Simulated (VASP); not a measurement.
# NaH (Fm-3m) in VASP: notebook

The runs below take NaH through band structure, equation of state, with HSE06, HSE03, PBE0, r2SCAN-EpsX, RPBE+D4.

All numbers are computed with VASP 6.6.1; they aren't measurements. Logs are shortened: lines on timing, memory, paths and dates and some standing lists are left out, and cuts for length are marked.

## (1) The structure

Symmetry: Fm-3m, No. 225, cubic system. The conventional cell has a = 4.880 Å, b = 4.880 Å, c = 4.880 Å, α = 90.00°, β = 90.00°, γ = 90.00°. Na (site symmetry m-3m) has 6 H at 2.44 Å as nearest neighbours. H (site symmetry m-3m) is surrounded by 6 Na at 2.44 Å.

## (2) Band structure, HSE06

POSCAR reads:

```
NaH
1.0
    0.0000000000      2.4400000000      2.4400000000
    2.4400000000      0.0000000000      2.4400000000
    2.4400000000      2.4400000000      0.0000000000
Na H
1 1
Direct
    0.0000000000      0.0000000000      0.0000000000
    0.5000000000      0.5000000000      0.5000000000
```

INCAR.step1 reads:

```
SYSTEM = NaH
  PREC = Accurate
  ENCUT = 520
  EDIFF = 1E-5
  ISMEAR = 0
  SIGMA = 0.02
  LREAL = .FALSE.
  LASPH = .TRUE.
  NELM = 60
  ALGO = Normal
  ISIF = 2
  LWAVE = .TRUE.
  LCHARG = .FALSE.
  GGA = PE
  KPAR = 4
```

INCAR.step2 reads:

```
SYSTEM = NaH
  PREC = Accurate
  ENCUT = 520
  EDIFF = 1E-7
  ISMEAR = 0
  SIGMA = 0.02
  LREAL = .FALSE.
  LASPH = .TRUE.
  NELM = 60
  ALGO = Normal
  ISIF = 2
  LWAVE = .FALSE.
  LCHARG = .FALSE.
  GGA = PE
  LHFCALC = .TRUE.
  HFSCREEN = 0.2
  PRECFOCK = Fast
  ISTART = 1
  KPAR = 4
```

KPOINTS reads:

```
regular mesh
0
G
  6 6 6
  0 0 0
```

KPOINTS_OPT reads:

```
path GXWKGLUWLK,UX
12
line-mode
reciprocal
 0.0000000000  0.0000000000  0.0000000000  G
 0.5000000000  0.0000000000  0.5000000000  X

 0.5000000000  0.0000000000  0.5000000000  X
 0.5000000000  0.2500000000  0.7500000000  W

 0.5000000000  0.2500000000  0.7500000000  W
 0.3750000000  0.3750000000  0.7500000000  K

 0.3750000000  0.3750000000  0.7500000000  K
 0.0000000000  0.0000000000  0.0000000000  G

 0.0000000000  0.0000000000  0.0000000000  G
 0.5000000000  0.5000000000  0.5000000000  L

 0.5000000000  0.5000000000  0.5000000000  L
 0.6250000000  0.2500000000  0.6250000000  U

 0.6250000000  0.2500000000  0.6250000000  U
 0.5000000000  0.2500000000  0.7500000000  W

 0.5000000000  0.2500000000  0.7500000000  W
 0.5000000000  0.5000000000  0.5000000000  L

 0.5000000000  0.5000000000  0.5000000000  L
 0.3750000000  0.3750000000  0.7500000000  K

 0.6250000000  0.2500000000  0.6250000000  U
 0.5000000000  0.0000000000  0.5000000000  X
```

Potentials or basis: VASP PAW PBE potentials, release 64 (Na_pv, H).

The run is started by

```console
$ cat potpaw_PBE.64/Na_pv/POTCAR potpaw_PBE.64/H/POTCAR > POTCAR
$ cp INCAR.step1 INCAR
$ mpirun -np 4 vasp_std > vasp.out
$ cp INCAR.step2 INCAR
$ mpirun -np 4 vasp_std > vasp.out
```

OUTCAR:

```text
SYSTEM = NaH
   PREC = Accurate
   ENCUT = 520
   EDIFF = 1E-7
   ISMEAR = 0
   LREAL = .FALSE.
   LASPH = .TRUE.
   NELM = 60
   ISIF = 2
   GGA = PE
   LHFCALC = .TRUE.
   HFSCREEN = 0.2
   PRECFOCK = Fast
   ISTART = 1

 ion  position               nearest neighbor table
   1  0.000  0.000  0.000-
   2  0.500  0.500  0.500-

  LATTYP: Found a face centered cubic cell.
 ALAT       =     4.8800000000

  Lattice vectors:

 A1 = (   0.0000000000,   2.4400000000,   2.4400000000)
 A2 = (   2.4400000000,   0.0000000000,   2.4400000000)
 A3 = (   2.4400000000,   2.4400000000,   0.0000000000)

Analysis of symmetry for initial positions (statically):
=====================================================================
 Subroutine PRICEL returns:
 Original cell was already a primitive cell.

 Routine SETGRP: Setting up the symmetry group for a
 face centered cubic supercell.

 Subroutine GETGRP returns: Found 48 space group operations
 (whereof 48 operations were pure point group operations)
 out of a pool of 48 trial point group operations.

The static configuration has the point symmetry O_h .

Analysis of symmetry for dynamics (positions and initial velocities):
=====================================================================
 Subroutine PRICEL returns:
 Original cell was already a primitive cell.

 Routine SETGRP: Setting up the symmetry group for a
 face centered cubic supercell.

 Subroutine GETGRP returns: Found 48 space group operations
 (whereof 48 operations were pure point group operations)
 out of a pool of 48 trial point group operations.

The dynamic configuration has the point symmetry O_h .

 Subroutine INISYM returns: Found 48 space group operations
 (whereof 48 operations are pure point group operations),
 and found     1 'primitive' translations

----------------------------------------------------------------------------------------

                                     Primitive cell

  volume of cell :      29.0536

  direct lattice vectors                    reciprocal lattice vectors
     0.000000000  2.440000000  2.440000000    -0.204918033  0.204918033  0.204918033
     2.440000000  0.000000000  2.440000000     0.204918033 -0.204918033  0.204918033
     2.440000000  2.440000000  0.000000000     0.204918033  0.204918033 -0.204918033

  length of vectors
     3.450681092  3.450681092  3.450681092     0.354928444  0.354928444  0.354928444

  position of ions in fractional coordinates (direct lattice)
     0.000000000  0.000000000  0.000000000
     0.500000000  0.500000000  0.500000000

  ion indices of the primitive-cell ions
   primitive index   ion index
                 1           1
                 2           2

----------------------------------------------------------------------------------------

 KPOINTS: regular mesh

Automatic generation of k-mesh.
 Grid dimensions read from file:
 generate k-points for:    6    6    6

 Generating k-lattice:

  Cartesian coordinates                     Fractional coordinates (reciprocal lattice)
    -0.034153005  0.034153005  0.034153005     0.166666667  0.000000000  0.000000000
     0.034153005 -0.034153005  0.034153005     0.000000000  0.166666667  0.000000000
     0.034153005  0.034153005 -0.034153005     0.000000000  0.000000000  0.166666667

  Length of vectors
     0.059154741  0.059154741  0.059154741

  Shift w.r.t. Gamma in fractional coordinates (k-lattice)
     0.000000000  0.000000000  0.000000000

 Subroutine IBZKPT returns following result:
 ===========================================

 Found     16 irreducible k-points:

 Following reciprocal coordinates:
            Coordinates               Weight
  0.000000  0.000000  0.000000      1.000000
  0.166667  0.000000  0.000000      8.000000
  0.333333  0.000000  0.000000      8.000000
  0.500000  0.000000  0.000000      4.000000
  0.166667  0.166667  0.000000      6.000000
  0.333333  0.166667  0.000000     24.000000
[... 8 lines left out ...]
 -0.333333  0.333333  0.166667     24.000000
 -0.333333  0.500000  0.166667     12.000000
   k-points           NKPTS =     16   k-points in BZ     NKDIM =    216   number of bands    NBANDS=      8
   number of dos      NEDOS =    301   number of ions     NIONS =      2
   total plane-waves  NPLWV =  21952
   dimension x,y,z NGX =    28 NGY =   28 NGZ =   28
   dimension x,y,z NGXF=    56 NGYF=   56 NGZF=   56
   ions per type =               1   1
   NGX,Y,Z   is equivalent  to a cutoff of  13.49, 13.49, 13.49 a.u.
   NGXF,Y,Z  is equivalent  to a cutoff of  26.98, 26.98, 26.98 a.u.
 SYSTEM =  NaH
   PREC   = accura    normal or accurate (medium, high low for compatibility)
   ISTART =      1    job   : 0-new  1-cont  2-samecut
   ICHARG =      0    charge: 1-file 2-atom 10-const
   ISPIN  =      1    spin polarized calculation?
   LNONCOLLINEAR =      F non collinear calculations
   LSORBIT =      F    spin-orbit coupling
   LASPH  =      T    aspherical Exc in radial PAW
   ENCUT  =  520.0 eV  38.22 Ry    6.18 a.u.   6.42  6.42  6.42*2*pi/ulx,y,z
   NELM   =     60;   NELMIN=  2; NELMDL=  0     # of ELM steps
   EDIFF  = 0.1E-06   stopping-criterion for ELM
   LREAL  =      F    real-space projection
   EDIFFG = 0.1E-05   stopping-criterion for IOM
   NSW    =      0    number of steps for IOM
   IBRION =     -1    ionic relax: 0-MD 1-quasi-New 2-CG
   NFREE  =      0    steps in history (QN), initial steepest desc. (CG)
   ISIF   =      2    stress and relaxation
   ISYM   =      3    0-nonsym 1-usesym 2-fastsym
   POTIM  = 0.5000    time-step for ionic-motion
   TEBEG  =    0.0;   TEEND  =   0.0 temperature during run
   PSTRESS=    0.0 pullay stress
   NELECT =       8.0000    total number of electrons
   NUPDOWN=      -1.0000    fix difference up-down
   EMIN   =  10.00;   EMAX   =-10.00  energy-range for DOS
   EFERMI =   0.00;   METHOD = LEGACY
   ISMEAR =     0;   SIGMA  =   0.02  broadening in eV -4-tet -1-fermi 0-gaus
   EFERMI_NEDOS =   21; number of points for ismear=-14 and -15
   IALGO  =     38    algorithm
   IMIX   =      1    mixing-type and parameters
     AMIX     =   0.40;   BMIX     =  1.00
     AMIX_MAG =   1.60;   BMIX_MAG =  1.00
  volume/ion in A,a.u.               =      14.53        98.03
  Fermi-wavevector in a.u.,A,eV,Ry     =   1.065054  2.012660 15.433636  1.134340
  Thomas-Fermi vector in A             =   2.200593
   LORBIT       =      0    0 simple, 1 ext, 2 COOP (PROOUT), +10 PAW based schemes
   GGA     = PE    functional components
   LHFCALC =     T    Hartree Fock is set to
   PRECFOCK=fast      Normal, Fast or Accurate (Low or Medium for compatibility)
   ENCUT4O =  -1.0   cutoff for four orbital integrals eV
   NKREDX  =     1    reduce k-point grid by
   NKREDY  =     1    reduce k-point grid by
   NKREDZ  =     1    reduce k-point grid by
   AEXX    =    0.2500 exact exchange contribution
   HFSCREEN=    0.2000 screening length (either q_TF or 0.3 A-1)
   HFSCREENC=   0.2000 screening length for correlation (either q_TF or 0.3 A-1)
   ENCUTFOCK=  -1.0 apply spherical cutoff to Coloumb kernel
   IVDW    =     0    specifies the selected vdW correction
   LEPSILON=     F    determine dielectric tensor
   LRPA    =     F    only Hartree local field effects (RPA)
 non-spin polarized calculation
 Gauss-broadening in eV      SIGMA  =   0.02
  energy-cutoff  :      520.00
  volume of cell :       29.05
 maximum number of plane-waves:       797
 NGX is ok and might be reduce to    28
  NGX = 16; NGY = 16; NGZ = 16

 number of electron       8.0000008 magnetization

 Free energy of the ion-electron system (eV)
  ---------------------------------------------------
  ext. energy  EPLUGINS =         0.00000000
  ---------------------------------------------------
  free energy    TOTEN  =        -5.77046454 eV

  energy without entropy =       -5.77046454  energy(sigma->0) =       -5.77046454

 E-fermi :  -1.8542     XC(G=0):  -6.4272

 val. band max:       -1.9936898903   @ k =  -0.3333   0.5000   0.1667
 cond. band min:       2.8125097418   @ k =   0.5000   0.0000   0.0000
 fundamental gap:      4.8061996321
 Fermi energy:        -1.8542270156

 k-point     1 :       0.0000    0.0000    0.0000
  band No.  band energies     occupation
      1     -26.4087      2.00000
      2     -26.4087      2.00000
      3     -26.4087      2.00000
      4      -5.8156      2.00000
      5       9.7689      0.00000
      6      14.8269      0.00000
      7      14.8269      0.00000
      8      14.8269      0.00000

 k-point     2 :       0.1667    0.0000    0.0000
  band No.  band energies     occupation
      1     -26.4289      2.00000
      2     -26.4110      2.00000
      3     -26.4110      2.00000
      4      -5.3018      2.00000
      5       8.1093      0.00000
      6      11.5665      0.00000
      7      13.7465      0.00000
      8      13.7465      0.00000

 k-point     3 :       0.3333    0.0000    0.0000
  band No.  band energies     occupation
      1     -26.4689      2.00000
      2     -26.4157      2.00000
      3     -26.4157      2.00000
      4      -3.9436      2.00000
      5       4.6791      0.00000
      6      10.3166      0.00000
      7      12.9241      0.00000
      8      12.9241      0.00000
[... 122 lines left out ...]
 k-point    15 :      -0.3333    0.3333    0.1667
  band No.  band energies     occupation
      1     -26.4679      2.00000
      2     -26.4468      2.00000
      3     -26.4291      2.00000
      4      -2.2278      2.00000
      5       4.1793      0.00000
      6       5.9934      0.00000
      7       9.0092      0.00000
      8      14.7252      0.00000

 k-point    16 :      -0.3333    0.5000    0.1667
  band No.  band energies     occupation
      1     -26.4670      2.00000
      2     -26.4457      2.00000
      3     -26.4369      2.00000
      4      -1.9937      2.00000
      5       4.3096      0.00000
      6       6.2457      0.00000
      7       7.8789      0.00000
      8      14.1618      0.00000

------------------------ aborting loop because EDIFF is reached ----------------------------------------

  FORCE on cell =-STRESS in cart. coord.  units (eV):
  Direction    XX          YY          ZZ          XY          YZ          ZX
  --------------------------------------------------------------------------------------
  -------------------------------------------------------------------------------------
  Total       -0.1842004     -0.1842004     -0.1842004      0.0000000      0.0000000      0.0000000
  in kB      -10.1578449    -10.1578449    -10.1578449      0.0000000      0.0000000      0.0000000
  external PRESSURE =     -10.1578449 kB  Pullay stress =       0.0000000 kB

 VOLUME and BASIS-vectors are now :
 -----------------------------------------------------------------------------
  energy-cutoff  :      520.00
  volume of cell :       29.05
      direct lattice vectors                 reciprocal lattice vectors
     0.000000000  2.440000000  2.440000000    -0.204918033  0.204918033  0.204918033
     2.440000000  0.000000000  2.440000000     0.204918033 -0.204918033  0.204918033
     2.440000000  2.440000000  0.000000000     0.204918033  0.204918033 -0.204918033

 POSITION                                       TOTAL-FORCE (eV/Angst)
 -----------------------------------------------------------------------------------
      0.00000      0.00000      0.00000         0.000000      0.000000      0.000000
      2.44000      2.44000      2.44000        -0.000000     -0.000000     -0.000000
 -----------------------------------------------------------------------------------
    total drift:                                0.000001      0.000001      0.000001

  FREE ENERGIE OF THE ION-ELECTRON SYSTEM (eV)
  ---------------------------------------------------
  free  energy   TOTEN  =        -5.7704645381 eV

  energy  without entropy=       -5.7704645381  energy(sigma->0) =       -5.77046454
```

Run time: 93 s. Hardware: 4 MPI ranks of Intel Xeon 6975P-C (Granite Rapids), shared host; peak memory 0.29 GiB.

Results:

* Free energy: -5.7705 eV
* Pressure: -1.0 GPa
* Band gap on the k mesh: 4.81 eV, indirect (least direct gap 5.70 eV)
* Band gap along the path: 4.76 eV, indirect (least direct gap 5.70 eV)

Levels at the corners of the path, in eV from the valence-band top:
```
point  band 1  band 2  band 3  band 4  band 5  band 6  band 7  band 8
    Γ  -24.46  -24.46  -24.46   -3.87   11.72   16.78   16.78   16.78
    X  -24.53  -24.49  -24.49   -0.18    5.62   11.15   11.80   11.80
    X  -24.53  -24.49  -24.49   -0.18    5.62   11.15   11.80   11.80
    W  -24.51  -24.51  -24.49    0.00    7.06    7.06    9.48   17.63
    W  -24.51  -24.51  -24.49    0.00    7.06    7.06    9.48   17.63
    K  -24.52  -24.50  -24.48   -0.12    6.34    7.42   12.41   12.95
    K  -24.52  -24.50  -24.48   -0.12    6.34    7.42   12.41   12.95
    Γ  -24.46  -24.46  -24.46   -3.87   11.72   16.78   16.78   16.78
    Γ  -24.46  -24.46  -24.46   -3.87   11.72   16.78   16.78   16.78
    L  -24.54  -24.47  -24.47   -0.93    4.76   11.96   14.61   14.61
    L  -24.54  -24.47  -24.47   -0.93    4.76   11.96   14.61   14.61
    U  -24.52  -24.50  -24.48   -0.12    6.34    7.42   12.41   12.95
    U  -24.52  -24.50  -24.48   -0.12    6.34    7.42   12.41   12.95
    W  -24.51  -24.51  -24.49    0.00    7.06    7.06    9.48   17.63
    W  -24.51  -24.51  -24.49    0.00    7.06    7.06    9.48   17.63
    L  -24.54  -24.47  -24.47   -0.93    4.76   11.96   14.61   14.61
    L  -24.54  -24.47  -24.47   -0.93    4.76   11.96   14.61   14.61
    K  -24.52  -24.50  -24.48   -0.12    6.34    7.42   12.41   12.95
    U  -24.52  -24.50  -24.48   -0.12    6.34    7.42   12.41   12.95
    X  -24.53  -24.49  -24.49   -0.18    5.62   11.15   11.80   11.80
```

Caveat: the PAW data sets were made with another functional, which shifts forces and pressure a little.

(Part 1 of 2 ends here.)
